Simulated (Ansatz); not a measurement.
**Hafnium, diamond under LDA: from relaxation to bulk modulus**

The plan for hafnium in the diamond structure: relax it, solve it on a dense k-mesh, switch on spin-orbit coupling, then scale the cell to 7 volumes from 88 to 112 % of the relaxed one and try a fit of the equation of state. The k-meshes are 9×9×9 for the relaxation; 14×14×14 for the dense run; 9×9×9 for spin-orbit coupling; 10×10×10 for the volumes.

This is Hf in the diamond structure; at room conditions it is hcp.

Program: Ansatz 0.2.0. Level of theory: DFT LDA (PW92), plane waves (420 eV) with PAW, scalar-relativistic; PBE-made PAW files. These are calculated values, not measurements.

## 1. Starting point

The structure is cubic, space group Fd-3m (No. 227). Conventional cell: a = 6.229 Å, b = 6.229 Å, c = 6.229 Å, α = 90.00°, β = 90.00°, γ = 90.00°. Around Hf (site symmetry -43m) lie 4 Hf at 2.70 Å.

Coordinates:

```
CELL_PARAMETERS angstrom
0.00000 3.11458 3.11458
3.11458 0.00000 3.11458
3.11458 3.11458 0.00000
ATOMIC_POSITIONS crystal
Hf 0.12500 0.12500 0.12500
Hf 0.87500 0.87500 0.87500
```

## 2. Geometry optimisation

Input file input.yaml:

```yaml
crystal:
  lattice:
    - [0.0, 3.114582262, 3.114582262]
    - [3.114582262, 0.0, 3.114582262]
    - [3.114582262, 3.114582262, 0.0]
  atoms:
    - { symbol: Hf, position: [0.125, 0.125, 0.125] }
    - { symbol: Hf, position: [0.875, 0.875, 0.875] }
hamiltonian:
  xc: lda
  pseudopotentials:
    kind: paw
    azcp:
      Hf: "pseudopotentials/Hf.paw.azcp"
basis:
  ecutwfc: 420
  fft_grid_basis: typed
kpoints:
  mp_grid: { grid: [9, 9, 9], shift: [0, 0, 0] }
magnetization:
  spin_polarized: false
scf:
  occupations: { method: fermi_dirac, width: 0.1 }
relax:
  max_steps: 60
  f_tol: 0.01
  cell: {}
output:
  write_density: true
  write_potential: true
  elf: true
  volumetric_format: npy
```

The log of the run, shortened:

```text
Warning: <dir> the record states the generating functional pbe (its physics header spells it `PBE`), which answers neither for hamiltonian.xc's functional nor for the lda family's — results may be inconsistent (PPs are generated against a specific XC)
Warning: RAYON_NUM_THREADS=2 ignored (pool sized by the plan → 2); use --threads N
[...]
Pseudopotentials: kind: paw
Pseudopotential: Hf, paw, valence charge 26, recommended cutoff 420 eV (normal), <dir>
Functional definition: SPW92
[...]
Crystal: 2 atoms, lattice volume = 60.427 Å³
Basis set: ecut = 420 eV, 1243 PW (Γ)
Bands: 32, of which v1, the nominal top of the filled ones, is band 26 counted from 1 (25 counted from 0)
Symmetry: 48 space group operations
Space group: Fd-3m (ITA 227), of the structure as read, at distance tolerance 3.9e-5 Å
k-points: 35 of 729
[...]
SCF iter   1: F=—  HF=-30948.315465 eV  |F-HF|=—  |Δ(HF+E_count)|=         —  Δρ=6.56e-3  dr2=1.09e-2  ethr=1.77e-3  ⟨swp⟩=5.0  Hψ=3731  notcnv=0
[...]
relax step   1: F+E_penalty+E_count = -30948.31332169 eV  Δ(F+E_penalty+E_count) = +0.000e0 eV  max|allowed force component| = 3.701e-17 eV/Å  Δτ_max = 0.0000 Å  P = -0.055 GPa  Ω = 60.427 Å³  (6 SCF iters, dr2 threshold 1.00e-7 eV, accepted)
[...]
relax step   2: F+E_penalty+E_count = -30948.31336216 eV  Δ(F+E_penalty+E_count) = -4.047e-5 eV  max|allowed force component| = 2.220e-16 eV/Å  Δτ_max = 0.0000 Å  P = -0.001 GPa  Ω = 60.325 Å³  energy of the carried Pulay correction = +2.259e-5 eV  (5 SCF iters, dr2 threshold 7.54e-9 eV, accepted)
[...]
relax step   3: F+E_penalty+E_count = -30948.31333022 eV  Δ(F+E_penalty+E_count) = +3.194e-5 eV  max|allowed force component| = 2.405e-16 eV/Å  Δτ_max = 0.0000 Å  P = -0.001 GPa  Ω = 60.325 Å³  stress off target by 1.33e-3 GPa  SCF on the basis re-selected at this cell (its energy is not [...]
SCF converged after 4 iterations
Free energy (F): -30948.313330 eV
[...]
E sigma→0 (E₀):  -30948.240315 eV
Entropy (-TS):   -0.146030 eV (-73.015 meV/atom)
Fermi energy:    13.098845 eV
[...]
--- Forces (eV/Å), atoms counted from 1 ---
  atom   1  Hf    -0.00000000    -0.00000000    -0.00000000
  atom   2  Hf     0.00000000     0.00000000     0.00000000
[...]
--- Stress (GPa, compression-positive) ---
       -0.001328       0.000000       0.000000
        0.000000      -0.001328      -0.000000
        0.000000      -0.000000      -0.001328
  P = ⅓ Tr σ = -0.0013 GPa (-0.013 kbar)
--- Band table (eV; the first three rows and the last of 35) ---
[...]
--- Relaxed structure (2 steps of the walk, 2 accepted, 1 SCFs on fresh bases) ---
  F+E_penalty+E_count = -30948.31333022 eV   max|allowed force component| = 2.405e-16 eV/Å   (the final SCF, on the basis selected at the relaxed cell)
  cell:  # Å, volume = 60.3252 Å³
    - [1.2738430082238975e-34, 3.11283633354531, 3.11283633354531]
    - [3.11283633354531, 5.095372032895589e-35, 3.11283633354531]
    - [3.11283633354531, 3.11283633354531, -1.7833802115134566e-34]
  atoms:
    - { symbol: Hf, position: [0.125, 0.125, 0.125] }
    - { symbol: Hf, position: [0.8750000000000001, 0.8750000000000001, 0.8750000000000001] }
```

Wall time 6 s (2 threads of an Arm CPU, shared host); peak memory 0.36 GiB.

Step by step:

| step | energy change (meV/atom) | largest force (eV/Å) | pressure (GPa) | volume (Å³/atom) |
| --- | --- | --- | --- | --- |
| 1 | 0.00 | 0.0000 | -0.05 | 30.213 |
| 2 | -0.02 | 0.0000 | 0.00 | 30.163 |
| 3 | 0.00 | 0.0000 | 0.00 | 30.163 |

Steps that repeat a cell are solved on a basis chosen anew, so their changes of energy are no gain of the relaxation.

The cell of the run, before and after:

|  | before | after | change |
| --- | --- | --- | --- |
| a (Å) | 4.405 | 4.402 | -0.1 % |
| b (Å) | 4.405 | 4.402 | -0.1 % |
| c (Å) | 4.405 | 4.402 | -0.1 % |
| volume (Å³/atom) | 30.213 | 30.163 | -0.2 % |
| shortest distance (Å) | 2.697 | 2.696 | -0.1 % |
| space group (spins left aside) | Fd-3m | Fd-3m | same |

## 3. The energy on a finer k-mesh

Input file input.yaml:

```yaml
crystal:
  lattice:
    - [0.0, 3.1128363335, 3.1128363335]
    - [3.1128363335, 0.0, 3.1128363335]
    - [3.1128363335, 3.1128363335, 0.0]
  atoms:
    - { symbol: Hf, position: [0.125, 0.125, 0.125] }
    - { symbol: Hf, position: [0.875, 0.875, 0.875] }
hamiltonian:
  xc: lda
  pseudopotentials:
    kind: paw
    azcp:
      Hf: "pseudopotentials/Hf.paw.azcp"
basis:
  ecutwfc: 420
  fft_grid_basis: typed
kpoints:
  mp_grid: { grid: [14, 14, 14], shift: [0, 0, 0] }
magnetization:
  spin_polarized: false
scf:
  occupations: { method: fermi_dirac, width: 0.1 }
output:
  write_density: true
  write_potential: true
  elf: true
  volumetric_format: npy
```

The log of the run, shortened:

```text
Warning: <dir> the record states the generating functional pbe (its physics header spells it `PBE`), which answers neither for hamiltonian.xc's functional nor for the lda family's — results may be inconsistent (PPs are generated against a specific XC)
Warning: RAYON_NUM_THREADS=2 ignored (pool sized by the plan → 2); use --threads N
[...]
[... 3 set-up lines as earlier in the session ...]
[...]
Crystal: 2 atoms, lattice volume = 60.325 Å³
Basis set: ecut = 420 eV, 1243 PW (Γ)
Bands: 32, of which v1, the nominal top of the filled ones, is band 26 counted from 1 (25 counted from 0)
[... 2 set-up lines as earlier in the session ...]
k-points: 104 of 2744
[...]
SCF iter   1: F=—  HF=-30948.315780 eV  |F-HF|=—  |Δ(HF+E_count)|=         —  Δρ=6.51e-3  dr2=1.06e-2  ethr=1.77e-3  ⟨swp⟩=5.1  Hψ=11107  notcnv=0
[...]
SCF iter   6: F=-30948.313678 eV  HF=-30948.313678 eV  |F-HF|=2.91e-11  |Δ(HF+E_count)|=   5.25e-8  Δρ=1.34e-6  dr2=1.06e-9  ethr=1.28e-10  ⟨swp⟩=2.4  Hψ=11699  notcnv=0
[...]
SCF converged after 6 iterations
Free energy (F): -30948.313678 eV
[...]
E sigma→0 (E₀):  -30948.239982 eV
Entropy (-TS):   -0.147393 eV (-73.696 meV/atom)
Fermi energy:    13.104411 eV
[...]
--- Band table (eV; the first three rows and the last of 104) ---
[...]
```

It took 5.3 s on 2 threads of an Arm CPU, shared host; peak memory 0.41 GiB.

Axes a, b and c in the maps are those of this run's conventional cell (a, b, c = 6.226, 6.226, 6.226 Å).

Density in a lattice plane of the grid's cell (edges 6.23 and 6.23 Å, at 0.125 of the third edge), which holds Hf.

Ten even steps from '0' (0.03 e/Å³) to '9' (31.21 e/Å³):
```
000000000000000000000000
000000000000000000000000
000000000000000000000000
000000000000000000000000
000000000000000000000000
000000000000013431000000
000000000000037973000000
000000000000037973000000
000000000000013431000000
000000000000000000000000
000000000000000000000000
000000000000000000000000
000000000000000000000000
000000000000000000000000
000000000000000000000000
013431000000000000000000
037973000000000000000000
037973000000000000000000
013431000000000000000000
000000000000000000000000
```
Columns run along the first of these edges and rows up along the second, over one cell in 24 and 20 even steps from the bottom left corner. Atoms in the plane (fractional): Hf at (0.12, 0.12), Hf at (0.62, 0.62).

ELF in the same plane.

Values, 12 rows by 12 columns:
```
0.31 0.22 0.22 0.31 0.34 0.29 0.33 0.33 0.33 0.33 0.29 0.34
0.33 0.33 0.33 0.33 0.29 0.34 0.31 0.22 0.22 0.31 0.34 0.29
0.24 0.21 0.21 0.24 0.33 0.31 0.22 0.53 0.53 0.22 0.31 0.33
0.21 0.13 0.13 0.21 0.33 0.22 0.53 0.84 0.84 0.53 0.22 0.33
0.21 0.13 0.13 0.21 0.33 0.22 0.53 0.84 0.84 0.53 0.22 0.33
0.24 0.21 0.21 0.24 0.33 0.31 0.22 0.53 0.53 0.22 0.31 0.33
0.33 0.33 0.33 0.33 0.29 0.34 0.31 0.22 0.22 0.31 0.34 0.29
0.31 0.22 0.22 0.31 0.34 0.29 0.33 0.33 0.33 0.33 0.29 0.34
0.22 0.53 0.53 0.22 0.31 0.33 0.24 0.21 0.21 0.24 0.33 0.31
0.53 0.84 0.84 0.53 0.22 0.33 0.21 0.13 0.13 0.21 0.33 0.22
0.53 0.84 0.84 0.53 0.22 0.33 0.21 0.13 0.13 0.21 0.33 0.22
0.22 0.53 0.53 0.22 0.31 0.33 0.24 0.21 0.21 0.24 0.33 0.31
```
Columns run along the first of these edges and rows up along the second, over one cell in 12 and 12 even steps from the bottom left corner. Atoms in the plane (fractional): Hf at (0.12, 0.12), Hf at (0.62, 0.62).

Both are smooth fields of the valence electrons: close to the nuclei they are not physical.

## 4. A two-component run at the same geometry

Changes to input.yaml since step 3:

```diff
@@ -11,3 +11,3 @@
   pseudopotentials:
-    kind: paw
+    kind: paw_fr
     azcp:
@@ -18,11 +18,7 @@
 kpoints:
-  mp_grid: { grid: [14, 14, 14], shift: [0, 0, 0] }
+  mp_grid: { grid: [9, 9, 9], shift: [0, 0, 0] }
 magnetization:
-  spin_polarized: false
+  noncollinear: true
+  spin_orbit: true
 scf:
   occupations: { method: fermi_dirac, width: 0.1 }
-output:
-  write_density: true
-  write_potential: true
-  elf: true
-  volumetric_format: npy
```

The log of the run, shortened:

```text
Warning: <dir> the record states the generating functional pbe (its physics header spells it `PBE`), which answers neither for hamiltonian.xc's functional nor for the lda family's — results may be inconsistent (PPs are generated against a specific XC)
Warning: RAYON_NUM_THREADS=2 ignored (pool sized by the plan → 2); use --threads N
[...]
Pseudopotentials: kind: paw_fr
Pseudopotential: Hf, paw_fr, valence charge 26, recommended cutoff 420 eV (normal), <dir>
[... 1 set-up line as earlier in the session ...]
[...]
non-collinear run that drives no moment, with spin-orbit: no starting moment large enough to seed its density (crystal.atoms[].spin), no starting occupations that ask for one, no magnetisation constraint and no magnetic field, so the semilocal B_xc is pinned to zero
Crystal: 2 atoms, lattice volume = 60.325 Å³
Basis set: ecut = 420 eV, 1243 PW (Γ)
Bands: 64, of which v1, the nominal top of the filled ones, is band 52 counted from 1 (51 counted from 0)
Symmetry: 48 space group operations + 48 with time reversal
[...]
k-points: 35 of 729
Projection manifold: j_resolved (fully-relativistic pseudo-atomic orbitals)
[...]
SCF iter   1: F=—  HF=-30983.947883 eV  |F-HF|=—  |Δ(HF+E_count)|=         —  Δρ=1.83e-2  dr2=1.79e-1  dr2_m=0.00e0 (ungated)  ethr=3.10e-3  |M|=0.00e0 ∫|m|=0.00e0 μB  |m|>n=0.0e0 m-floor=0.0e0 τ_xc=0.0e0  β_m=0.30  ⟨swp⟩=5.7  Hψ=4456  notcnv=0
[...]
spin=Noncollinear: Kerker preconditioning applied to the charge; magnetization (m_x, m_y, m_z) channels mix plain (no charge-response kernel on spin).
[...]
SCF iter   9: F=-30983.877050 eV  HF=-30983.877050 eV  |F-HF|=2.09e-9  |Δ(HF+E_count)|=   3.51e-8  Δρ=2.09e-6  dr2=1.71e-9  dr2_m=0.00e0 (ungated)  ethr=1.63e-10  |M|=0.00e0 ∫|m|=0.00e0 μB  |m|>n=0.0e0 m-floor=0.0e0 τ_xc=0.0e0  ⟨swp⟩=3.9  Hψ=3112  notcnv=0
[...]
SCF converged after 9 iterations
Magnetization: |M| = 0.0000 μB,  M = (+0.0000, +0.0000, +0.0000) μB
Absolute magnetization: 0.0000 μB (∫|m|)
  site 0: m = (+0.0000, +0.0000, +0.0000) μB, |m| = 0.0000 μB  (R = 1.11 Å)
  site 1: m = (+0.0000, +0.0000, +0.0000) μB, |m| = 0.0000 μB  (R = 1.11 Å)
Free energy (F): -30983.877050 eV
[...]
E sigma→0 (E₀):  -30983.801707 eV
Entropy (-TS):   -0.150686 eV (-75.343 meV/atom)
Fermi energy:    13.090654 eV
[...]
```

Run time: 12 s. Hardware: 2 threads of an Arm CPU, shared host; peak memory 0.57 GiB.

Side by side:

|  | scalar-relativistic | with spin-orbit coupling |
| --- | --- | --- |
| k-mesh | 14×14×14 | 9×9×9 |
| gap on the mesh | none (levels filled in part) | none (levels filled in part) |

The meshes differ, so small differences between the columns need not come from spin-orbit coupling.

## 5. The cell scaled to 88 % of its volume

Input file input.yaml:

```yaml
crystal:
  lattice:
    - [0.0, 2.9829811641, 2.9829811641]
    - [2.9829811641, 0.0, 2.9829811641]
    - [2.9829811641, 2.9829811641, 0.0]
  atoms:
    - { symbol: Hf, position: [0.125, 0.125, 0.125] }
    - { symbol: Hf, position: [0.875, 0.875, 0.875] }
hamiltonian:
  xc: lda
  pseudopotentials:
    kind: paw
    azcp:
      Hf: "pseudopotentials/Hf.paw.azcp"
basis:
  ecutwfc: 420
  fft_grid_basis: typed
kpoints:
  mp_grid: { grid: [10, 10, 10], shift: [0, 0, 0] }
magnetization:
  spin_polarized: false
scf:
  occupations: { method: fermi_dirac, width: 0.1 }
  lower_state_search: "off"
output:
  stress: true
```

The log of the run, shortened:

```text
Warning: <dir> the record states the generating functional pbe (its physics header spells it `PBE`), which answers neither for hamiltonian.xc's functional nor for the lda family's — results may be inconsistent (PPs are generated against a specific XC)
Warning: RAYON_NUM_THREADS=2 ignored (pool sized by the plan → 2); use --threads N
[...]
[... 3 set-up lines as earlier in the session ...]
[...]
Crystal: 2 atoms, lattice volume = 53.086 Å³
Basis set: ecut = 420 eV, 1037 PW (Γ)
Bands: 32, of which v1, the nominal top of the filled ones, is band 26 counted from 1 (25 counted from 0)
[... 1 set-up line as earlier in the session ...]
Space group: Fd-3m (ITA 227), of the structure as read, at distance tolerance 3.8e-5 Å
k-points: 47 of 1000
[...]
SCF iter   1: F=—  HF=-30948.213452 eV  |F-HF|=—  |Δ(HF+E_count)|=         —  Δρ=8.46e-3  dr2=1.96e-2  ethr=1.77e-3  ⟨swp⟩=5.2  Hψ=5075  notcnv=0
[...]
SCF iter   6: F=-30948.205973 eV  HF=-30948.205973 eV  |F-HF|=3.20e-10  |Δ(HF+E_count)|=   1.40e-7  Δρ=1.76e-6  dr2=8.44e-10  ethr=1.92e-10  ⟨swp⟩=5.6  Hψ=6693  notcnv=0
[...]
SCF converged after 6 iterations
Free energy (F): -30948.205973 eV
[...]
E sigma→0 (E₀):  -30948.142831 eV
Entropy (-TS):   -0.126286 eV (-63.143 meV/atom)
Fermi energy:    15.393581 eV
[...]
--- Stress (GPa, compression-positive) ---
        5.199803      -0.000000       0.000000
        0.000000       5.199803      -0.000000
       -0.000000       0.000000       5.199803
  P = ⅓ Tr σ = 5.1998 GPa (51.998 kbar)
```

Wall time 1.8 s (2 threads of an Arm CPU, shared host); peak memory 0.34 GiB.

## 6. The cell scaled to 92 % of its volume

Changes to input.yaml since step 5:

```diff
@@ -2,5 +2,5 @@
   lattice:
-    - [0.0, 2.9829811641, 2.9829811641]
-    - [2.9829811641, 0.0, 2.9829811641]
-    - [2.9829811641, 2.9829811641, 0.0]
+    - [0.0, 3.0275098359, 3.0275098359]
+    - [3.0275098359, 0.0, 3.0275098359]
+    - [3.0275098359, 3.0275098359, 0.0]
   atoms:
```

The log of the run, shortened:

```text
Warning: <dir> the record states the generating functional pbe (its physics header spells it `PBE`), which answers neither for hamiltonian.xc's functional nor for the lda family's — results may be inconsistent (PPs are generated against a specific XC)
Warning: RAYON_NUM_THREADS=2 ignored (pool sized by the plan → 2); use --threads N
[...]
[... 3 set-up lines as earlier in the session ...]
[...]
Crystal: 2 atoms, lattice volume = 55.499 Å³
Basis set: ecut = 420 eV, 1067 PW (Γ)
Bands: 32, of which v1, the nominal top of the filled ones, is band 26 counted from 1 (25 counted from 0)
[... 2 set-up lines as earlier in the session ...]
k-points: 47 of 1000
[...]
SCF iter   1: F=—  HF=-30948.273579 eV  |F-HF|=—  |Δ(HF+E_count)|=         —  Δρ=7.72e-3  dr2=1.60e-2  ethr=1.77e-3  ⟨swp⟩=5.4  Hψ=5079  notcnv=0
[...]
SCF iter   7: F=-30948.268416 eV  HF=-30948.268416 eV  |F-HF|=7.00e-9  |Δ(HF+E_count)|=   1.40e-7  Δρ=2.28e-6  dr2=2.54e-9  ethr=1.92e-10  ⟨swp⟩=5.6  Hψ=6782  notcnv=0
[...]
SCF converged after 7 iterations
Free energy (F): -30948.268416 eV
[...]
E sigma→0 (E₀):  -30948.200718 eV
Entropy (-TS):   -0.135395 eV (-67.698 meV/atom)
Fermi energy:    14.565140 eV
[...]
--- Stress (GPa, compression-positive) ---
        3.166375      -0.000000       0.000000
        0.000000       3.166375       0.000000
       -0.000000      -0.000000       3.166375
  P = ⅓ Tr σ = 3.1664 GPa (31.664 kbar)
```

It took 2 s on 2 threads of an Arm CPU, shared host; peak memory 0.35 GiB.

## 7. The cell scaled to 96 % of its volume

Changes to input.yaml since step 6:

```diff
@@ -2,5 +2,5 @@
   lattice:
-    - [0.0, 3.0275098359, 3.0275098359]
-    - [3.0275098359, 0.0, 3.0275098359]
-    - [3.0275098359, 3.0275098359, 0.0]
+    - [0.0, 3.0707658205, 3.0707658205]
+    - [3.0707658205, 0.0, 3.0707658205]
+    - [3.0707658205, 3.0707658205, 0.0]
   atoms:
@@ -26 +26,5 @@
   stress: true
+  write_density: true
+  write_potential: true
+  elf: true
+  volumetric_format: npy
```

The log of the run, shortened:

```text
Warning: <dir> the record states the generating functional pbe (its physics header spells it `PBE`), which answers neither for hamiltonian.xc's functional nor for the lda family's — results may be inconsistent (PPs are generated against a specific XC)
Warning: RAYON_NUM_THREADS=2 ignored (pool sized by the plan → 2); use --threads N
[...]
[... 3 set-up lines as earlier in the session ...]
[...]
Crystal: 2 atoms, lattice volume = 57.912 Å³
Basis set: ecut = 420 eV, 1139 PW (Γ)
Bands: 32, of which v1, the nominal top of the filled ones, is band 26 counted from 1 (25 counted from 0)
[... 2 set-up lines as earlier in the session ...]
k-points: 47 of 1000
[...]
SCF iter   1: F=—  HF=-30948.306612 eV  |F-HF|=—  |Δ(HF+E_count)|=         —  Δρ=7.05e-3  dr2=1.30e-2  ethr=1.77e-3  ⟨swp⟩=5.3  Hψ=5019  notcnv=0
[...]
SCF iter   6: F=-30948.303137 eV  HF=-30948.303137 eV  |F-HF|=2.86e-9  |Δ(HF+E_count)|=   2.00e-7  Δρ=3.56e-6  dr2=3.33e-9  ethr=1.92e-10  ⟨swp⟩=10.0  Hψ=11505  notcnv=0
[...]
SCF converged after 6 iterations
Free energy (F): -30948.303137 eV
[...]
E sigma→0 (E₀):  -30948.232289 eV
Entropy (-TS):   -0.141696 eV (-70.848 meV/atom)
Fermi energy:    13.804589 eV
[...]
--- Stress (GPa, compression-positive) ---
        1.492876       0.000000      -0.000000
        0.000000       1.492876       0.000000
       -0.000000       0.000000       1.492876
  P = ⅓ Tr σ = 1.4929 GPa (14.929 kbar)
--- Band table (eV; the first three rows and the last of 47) ---
[...]
```

Wall time 2.6 s (2 threads of an Arm CPU, shared host); peak memory 0.36 GiB.

## 8. The cell scaled to 100 % of its volume

Changes to input.yaml since step 7:

```diff
@@ -2,5 +2,5 @@
   lattice:
-    - [0.0, 3.0707658205, 3.0707658205]
-    - [3.0707658205, 0.0, 3.0707658205]
-    - [3.0707658205, 3.0707658205, 0.0]
+    - [0.0, 3.1128363335, 3.1128363335]
+    - [3.1128363335, 0.0, 3.1128363335]
+    - [3.1128363335, 3.1128363335, 0.0]
   atoms:
@@ -26,5 +26 @@
   stress: true
-  write_density: true
-  write_potential: true
-  elf: true
-  volumetric_format: npy
```

The log of the run, shortened:

```text
Warning: <dir> the record states the generating functional pbe (its physics header spells it `PBE`), which answers neither for hamiltonian.xc's functional nor for the lda family's — results may be inconsistent (PPs are generated against a specific XC)
Warning: RAYON_NUM_THREADS=2 ignored (pool sized by the plan → 2); use --threads N
[...]
[... 3 set-up lines as earlier in the session ...]
[...]
Crystal: 2 atoms, lattice volume = 60.325 Å³
Basis set: ecut = 420 eV, 1243 PW (Γ)
Bands: 32, of which v1, the nominal top of the filled ones, is band 26 counted from 1 (25 counted from 0)
[... 2 set-up lines as earlier in the session ...]
k-points: 47 of 1000
[...]
SCF iter   1: F=—  HF=-30948.316778 eV  |F-HF|=—  |Δ(HF+E_count)|=         —  Δρ=6.47e-3  dr2=1.05e-2  ethr=1.77e-3  ⟨swp⟩=5.1  Hψ=5018  notcnv=0
[...]
SCF iter   6: F=-30948.314692 eV  HF=-30948.314692 eV  |F-HF|=1.20e-10  |Δ(HF+E_count)|=   4.79e-8  Δρ=1.29e-6  dr2=8.06e-10  ethr=1.27e-10  ⟨swp⟩=3.9  Hψ=7145  notcnv=0
[...]
SCF converged after 6 iterations
Free energy (F): -30948.314692 eV
[...]
E sigma→0 (E₀):  -30948.241396 eV
Entropy (-TS):   -0.146593 eV (-73.296 meV/atom)
Fermi energy:    13.105167 eV
[...]
--- Stress (GPa, compression-positive) ---
        0.080252      -0.000000      -0.000000
        0.000000       0.080252      -0.000000
        0.000000      -0.000000       0.080252
  P = ⅓ Tr σ = 0.0803 GPa (0.803 kbar)
```

Run time: 2.4 s. Hardware: 2 threads of an Arm CPU, shared host; peak memory 0.35 GiB.

(Part 1 of 2 ends here.)
